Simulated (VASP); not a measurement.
# Co in VASP: a series of runs

One sheet, Co, is run at these levels: vdW-DF-cx, rev-vdW-DF2, LDA; tasks: relaxation of the atoms.

Program: VASP 6.6.1. These are calculated values, not measurements. Logs are shortened: lines on timing, memory, paths and dates and some standing lists are left out, and cuts for length are marked.

### 1 The sheet as given

The cell holds a sheet with vacuum, 1 atom: a = 2.347 Å, b = 2.347 Å, c = 23.800 Å, α = 90.00°, β = 90.00°, γ = 120.00°.

The cell was built by a generator and needn't be a form met in nature.

### 2 Relaxation of the atoms, vdW-DF-cx, collinear spin, ferromagnetic start

Input file INCAR:

```
SYSTEM = Co
  PREC = Accurate
  ENCUT = 520
  EDIFF = 1E-7
  ISMEAR = -1
  SIGMA = 0.05
  LREAL = .FALSE.
  LASPH = .TRUE.
  NELM = 100
  ALGO = Normal
  ISIF = 2
  LWAVE = .FALSE.
  LCHARG = .FALSE.
  ISPIN = 2
  MAGMOM = 2
  LORBIT = 11
  LMAXMIX = 4
  LDIPOL = .TRUE.
  IDIPOL = 3
  DIPOL = 0.5 0.5 0.294
  GGA = CX
  LUSE_VDW = .TRUE.
  AGGAC = 0.0
  IBRION = 2
  NSW = 60
  EDIFFG = -0.01
```

Input file KPOINTS:

```
regular mesh
0
G
  10 10 1
  0 0 0
```

Input file POSCAR:

```
Co
1.0
    2.3471500000      0.0000000000      0.0000000000
   -1.1735800000      2.0326900000      0.0000000000
    0.0000000000      0.0000000000     23.8000000000
Co
1
Selective dynamics
Direct
    0.0000000000      0.0000000000      0.2941200000  F F F
```

Potentials or basis: VASP PAW PBE potentials, release 64 (Co).

Started as:

```
cat potpaw_PBE.64/Co/POTCAR > POTCAR
mpirun -np 1 vasp_std > vasp.out
```

OUTCAR:

```text
SYSTEM = Co
   PREC = Accurate
   ENCUT = 520
   EDIFF = 1E-7
   ISMEAR = -1
   LREAL = .FALSE.
   LASPH = .TRUE.
   NELM = 100
   ISIF = 2
   ISPIN = 2
   LORBIT = 11
   GGA = CX
   IBRION = 2
   NSW = 60
   EDIFFG = -0.01

 ion  position               nearest neighbor table
   1  0.000  0.000  0.294-

  LATTYP: Found a hexagonal cell.
 ALAT       =     2.3471500000
 C/A-ratio  =    10.1399569691

  Lattice vectors:

 A1 = (   2.3471500000,   0.0000000000,   0.0000000000)
 A2 = (  -1.1735800000,   2.0326900000,   0.0000000000)
 A3 = (   0.0000000000,   0.0000000000,  23.8000000000)

Analysis of symmetry for initial positions (statically):
=====================================================================
 Subroutine PRICEL returns:
 Original cell was already a primitive cell.

 Routine SETGRP: Setting up the symmetry group for a
 hexagonal supercell.

 Subroutine GETGRP returns: Found 24 space group operations
 (whereof 12 operations were pure point group operations)
 out of a pool of 24 trial point group operations.

The static configuration has the point symmetry C_6v.
 The point group associated with its full space group is D_6h.

Analysis of symmetry for dynamics (positions and initial velocities):
=====================================================================
 Subroutine PRICEL returns:
 Original cell was already a primitive cell.

 Routine SETGRP: Setting up the symmetry group for a
 hexagonal supercell.

 Subroutine GETGRP returns: Found 24 space group operations
 (whereof 12 operations were pure point group operations)
 out of a pool of 24 trial point group operations.

The dynamic configuration has the point symmetry C_6v.
 The point group associated with its full space group is D_6h.

Analysis of constrained symmetry for selective dynamics:
=====================================================================
 Subroutine PRICEL returns:
 Original cell was already a primitive cell.

 Routine SETGRP: Setting up the symmetry group for a
 hexagonal supercell.

 Subroutine GETGRP returns: Found 24 space group operations
 (whereof 12 operations were pure point group operations)
 out of a pool of 24 trial point group operations.

The constrained configuration has the point symmetry C_6v.
 The point group associated with its full space group is D_6h.

Analysis of structural, dynamic, and magnetic symmetry:
=====================================================================
 Subroutine PRICEL returns:
 Original cell was already a primitive cell.

 Routine SETGRP: Setting up the symmetry group for a
 hexagonal supercell.

 Subroutine GETGRP returns: Found 24 space group operations
 (whereof 12 operations were pure point group operations)
 out of a pool of 24 trial point group operations.

The overall configuration has the point symmetry C_6v.
 The point group associated with its full space group is D_6h.

 Subroutine INISYM returns: Found 24 space group operations
 (whereof 12 operations are pure point group operations),
 and found     1 'primitive' translations

----------------------------------------------------------------------------------------

                                     Primitive cell

  volume of cell :     113.5505

  direct lattice vectors                    reciprocal lattice vectors
     2.347150000  0.000000000  0.000000000     0.426048612  0.245980514  0.000000000
    -1.173580000  2.032690000  0.000000000     0.000000000  0.491958931  0.000000000
     0.000000000  0.000000000 23.800000000     0.000000000  0.000000000  0.042016807

  length of vectors
     2.347150000  2.347151178 23.800000000     0.491959178  0.491958931  0.042016807

  position of ions in fractional coordinates (direct lattice)
     0.000000000  0.000000000  0.294120000

  ion indices of the primitive-cell ions
   primitive index   ion index
                 1           1

----------------------------------------------------------------------------------------

 KPOINTS: regular mesh

Automatic generation of k-mesh.
[... 39 lines left out ...]
   total plane-waves  NPLWV =  58320
   dimension x,y,z NGX =    18 NGY =   18 NGZ =  180
   dimension x,y,z NGXF=    36 NGYF=   36 NGZF=  360
   ions per type =               1
   NGX,Y,Z   is equivalent  to a cutoff of  12.75, 12.75, 12.57 a.u.
   NGXF,Y,Z  is equivalent  to a cutoff of  25.50, 25.50, 25.15 a.u.
 SYSTEM =  Co
   PREC   = accura    normal or accurate (medium, high low for compatibility)
   ISTART =      0    job   : 0-new  1-cont  2-samecut
   ICHARG =      2    charge: 1-file 2-atom 10-const
   ISPIN  =      2    spin polarized calculation?
   LNONCOLLINEAR =      F non collinear calculations
   LSORBIT =      F    spin-orbit coupling
   LASPH  =      T    aspherical Exc in radial PAW
   ENCUT  =  520.0 eV  38.22 Ry    6.18 a.u.   4.36  4.36 44.25*2*pi/ulx,y,z
   NELM   =    100;   NELMIN=  2; NELMDL= -5     # of ELM steps
   EDIFF  = 0.1E-06   stopping-criterion for ELM
   LREAL  =      F    real-space projection
   EDIFFG = -.1E-01   stopping-criterion for IOM
   NSW    =     60    number of steps for IOM
   IBRION =      2    ionic relax: 0-MD 1-quasi-New 2-CG
   NFREE  =      1    steps in history (QN), initial steepest desc. (CG)
   ISIF   =      2    stress and relaxation
   ISYM   =      2    0-nonsym 1-usesym 2-fastsym
   POTIM  = 0.5000    time-step for ionic-motion
   TEBEG  =    0.0;   TEEND  =   0.0 temperature during run
   PSTRESS=    0.0 pullay stress
   NELECT =       9.0000    total number of electrons
   NUPDOWN=      -1.0000    fix difference up-down
   EMIN   =  10.00;   EMAX   =-10.00  energy-range for DOS
   EFERMI =   0.00;   METHOD = LEGACY
   ISMEAR =    -1;   SIGMA  =   0.05  broadening in eV -4-tet -1-fermi 0-gaus
   EFERMI_NEDOS =   21; number of points for ismear=-14 and -15
   IALGO  =     38    algorithm
   IMIX   =      4    mixing-type and parameters
     AMIX     =   0.40;   BMIX     =  1.00
     AMIX_MAG =   1.60;   BMIX_MAG =  1.00
  volume/ion in A,a.u.               =     113.55       766.28
  Fermi-wavevector in a.u.,A,eV,Ry     =   0.703222  1.328898  6.728376  0.494522
  Thomas-Fermi vector in A             =   1.788135
   LORBIT       =     11    0 simple, 1 ext, 2 COOP (PROOUT), +10 PAW based schemes
   GGA     = CX    functional components
   LHFCALC =     F    Hartree Fock is set to
   AEXX    =    0.0000 exact exchange contribution
   IVDW_NL    =     1    kernel type
   BPARAM     = 6.3000
   IVDW    =     0    specifies the selected vdW correction
   LEPSILON=     F    determine dielectric tensor
   LRPA    =     F    only Hartree local field effects (RPA)
 conjugate gradient relaxation of ions
 spin polarized calculation
  energy-cutoff  :      520.00
  volume of cell :      113.55
 maximum number of plane-waves:      3131
 NGX is ok and might be reduce to    18
   NGX =  9   NGY =  9   NGZ = 89

 dipolmoment           0.000000      0.000000      0.000004 electrons x Angstroem

 number of electron       9.0000000 magnetization       1.7190854

 dipolmoment           0.000000      0.000000     -0.000004 electrons x Angstroem

 Free energy of the ion-electron system (eV)
  ---------------------------------------------------
  ext. energy  EPLUGINS =         0.00000000
  ---------------------------------------------------
  free energy    TOTEN  =        -3.13724865 eV

  energy without entropy =       -3.12374542  energy(sigma->0) =       -3.13049704

 E-fermi :  -3.7721     XC(G=0):  -2.5225

 val. band max:       -3.7992881001   @ k =   0.2000   0.0000   0.0000
 cond. band min:      -3.7555185806   @ k =   0.3000   0.1000   0.0000
 fundamental gap:      0.0437695194
 Fermi energy:        -3.7720860907

 spin component 1

 k-point     1 :       0.0000    0.0000    0.0000
  band No.  band energies     occupation
      1     -10.1229      1.00000
      2      -6.6090      1.00000
      3      -6.1282      1.00000
      4      -6.1282      1.00000
      5      -4.8273      1.00000
      6      -4.8273      1.00000
      7      -3.4868      0.00332
      8       0.3291      0.00000
      9       0.7328      0.00000
[... 145 lines left out ...]
 k-point    14 :       0.3000    0.3000    0.0000
  band No.  band energies     occupation
      1      -6.8364      1.00000
      2      -6.6921      1.00000
      3      -6.2156      1.00000
      4      -6.1740      1.00000
      5      -5.3716      1.00000
      6       2.3770      0.00000
      7       5.9467      0.00000
      8       7.1150      0.00000
      9       7.1363      0.00000
 Fermi energy:        -3.7720860907

 spin component 2

 k-point     1 :       0.0000    0.0000    0.0000
  band No.  band energies     occupation
      1      -9.8257      1.00000
      2      -5.1668      1.00000
      3      -4.5894      1.00000
      4      -4.5894      1.00000
      5      -3.5270      0.00737
      6      -2.8369      0.00000
      7      -2.8369      0.00000
      8       0.5911      0.00000
      9       1.0370      0.00000
[... 145 lines left out ...]
 k-point    14 :       0.3000    0.3000    0.0000
  band No.  band energies     occupation
      1      -5.6019      1.00000
      2      -5.0574      1.00000
      3      -5.0021      1.00000
      4      -4.4331      1.00000
      5      -3.4142      0.00078
      6       2.9566      0.00000
      7       6.4079      0.00000
      8       7.3187      0.00000
      9       7.5873      0.00000

------------------------ aborting loop because EDIFF is reached ----------------------------------------

 vacuum level on the upper side and lower side of the slab       (xc-potential included)        -0.918        -0.868

  FORCE on cell =-STRESS in cart. coord.  units (eV):
  Direction    XX          YY          ZZ          XY          YZ          ZX
  --------------------------------------------------------------------------------------
  -------------------------------------------------------------------------------------
  Total       -0.7454500     -0.7454489     -0.0016880      0.0000018      0.0000000      0.0000000
  in kB      -10.5181695    -10.5181537     -0.0238180      0.0000259      0.0000000      0.0000000
  external PRESSURE =      -7.0200471 kB  Pullay stress =       0.0000000 kB

 VOLUME and BASIS-vectors are now :
 -----------------------------------------------------------------------------
  energy-cutoff  :      520.00
  volume of cell :      113.55
      direct lattice vectors                 reciprocal lattice vectors
     2.347150000  0.000000000  0.000000000     0.426048612  0.245980514  0.000000000
    -1.173580000  2.032690000  0.000000000     0.000000000  0.491958931  0.000000000
     0.000000000  0.000000000 23.800000000     0.000000000  0.000000000  0.042016807

 POSITION                                       TOTAL-FORCE (eV/Angst)
 -----------------------------------------------------------------------------------
      0.00000      0.00000      7.00006        -0.000000     -0.000000     -0.000000
 -----------------------------------------------------------------------------------
    total drift:                                0.000000      0.000000     -0.000042

  FREE ENERGIE OF THE ION-ELECTRON SYSTEM (eV)
  ---------------------------------------------------
  free  energy   TOTEN  =        -3.1372486522 eV

  energy  without entropy=       -3.1237454238  energy(sigma->0) =       -3.13049704

Total vdW correction in eV:      2.0289418

 reached required accuracy - stopping structural energy minimisation

 vacuum level on the upper side and lower side of the slab         0.367         0.397

 total charge

# of ion       s       p       d       tot
------------------------------------------
    1        0.530   0.371   7.239   8.140

 magnetization (x)

# of ion       s       p       d       tot
------------------------------------------
    1       -0.001  -0.036   1.789   1.752
```

It took 4 min on 1 thread of Intel Xeon Platinum 8488C (Sapphire Rapids), shared host; peak memory 0.58 GiB.

What came out:

```yaml
Free_energy: -3.1372 eV
Band_gap_on_the_k_mesh: none (metal or under the smearing width)
Net_moment: 1.72 μB per cell
Site_moments: Co +1.75 μB
Valence_electrons_inside_the_program's_atomic_spheres: Co 8.14
```

Final structure:
```xyz
1
Lattice="2.3472 0.0000 0.0000 -1.1736 2.0327 0.0000 0.0000 0.0000 23.8000" Properties=species:S:1:pos:R:3 pbc="T T T"
Co    0.0000    0.0000    7.0001
```

Caveat: the relaxation stopped at its first step, so nothing moved; the PAW data sets were made with another functional, which shifts forces and pressure a little.

### 3 Relaxation of the atoms, rev-vdW-DF2, collinear spin, ferromagnetic start

INCAR: that of step 2 with these lines changed.

```diff
@@ -20,5 +20,8 @@
   DIPOL = 0.5 0.5 0.294
-  GGA = CX
+  GGA = MK
   LUSE_VDW = .TRUE.
   AGGAC = 0.0
+  PARAM1 = 0.1234
+  PARAM2 = 0.711357
+  ZAB_VDW = -1.8867
   IBRION = 2
```

KPOINTS is that of step 2.

POSCAR is that of step 2.

Potentials or basis: VASP PAW PBE potentials, release 64 (Co).

Started as:

```
cat potpaw_PBE.64/Co/POTCAR > POTCAR
mpirun -np 1 vasp_std > vasp.out
```

Wall time 3.9 min (1 thread of Intel Xeon Platinum 8488C (Sapphire Rapids), shared host); peak memory 0.58 GiB.

It converged, with:

```yaml
Free_energy: -3.3222 eV
Band_gap_on_the_k_mesh: none (metal or under the smearing width)
Net_moment: 1.71 μB per cell
Site_moments: Co +1.74 μB
Valence_electrons_inside_the_program's_atomic_spheres: Co 8.14
```

Final structure:
```
CELL_PARAMETERS angstrom
2.34715 0.00000 0.00000
-1.17358 2.03269 0.00000
0.00000 0.00000 23.80000
ATOMIC_POSITIONS crystal
Co 0.00000 0.00000 0.29412
```

Levels at points of the mesh, in eV from the Fermi level:
Spin up:
```csv
k point,band 1,band 2,band 3,band 4,band 5,band 6,band 7,band 8,band 9
"(0.00, 0.00, 0.00)",-6.30,-2.82,-2.33,-2.33,-1.03,-1.03,0.27,4.33,4.85
"(0.50, 0.00, 0.00)",-4.54,-3.47,-1.59,-1.44,-0.01,2.72,7.77,9.15,11.46
```
Spin down:
```tsv
k point	band 1	band 2	band 3	band 4	band 5	band 6	band 7	band 8	band 9
(0.00, 0.00, 0.00)	-6.00	-1.40	-0.82	-0.82	0.27	0.94	0.94	4.50	5.01
(0.50, 0.00, 0.00)	-3.40	-1.96	0.28	0.47	1.72	2.76	8.46	9.31	11.55
```

Caveat: the relaxation stopped at its first step, so nothing moved; the PAW data sets were made with another functional, which shifts forces and pressure a little.

(Part 1 of 2 ends here.)
